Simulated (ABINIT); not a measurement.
ZrB2:

```xyz
3
Lattice="3.1700 0.0000 0.0000 -1.5850 2.7453 0.0000 0.0000 0.0000 3.5330" Properties=species:S:1:pos:R:3 pbc="T T T"
Zr    0.0000    0.0000    0.0000
B     1.5850    0.9151    1.7665
B     0.0000    1.8302    1.7665
```

Program: ABINIT 10.8.3 (patched build). Alike in all runs: task single point; potentials or basis JTH PAW PBE v2.0; no spin polarisation; cell as given; k mesh 10 × 10 × 8; cutoff (eV) 544; smearing fermi-dirac 0.05 eV.

**Question.** Order these runs on this cell by their pressure, lowest first.
A. level LDA
B. level PBE
C. level BLYP
D. level PBEsol
E. level RPBE

**Answer.** A (-8.7 GPa), D (-4.2 GPa), B (0.5 GPa), E (4.0 GPa), C (7.0 GPa).

Caveats: the PAW data sets were made with another functional, which shifts forces and pressure a little (some runs).
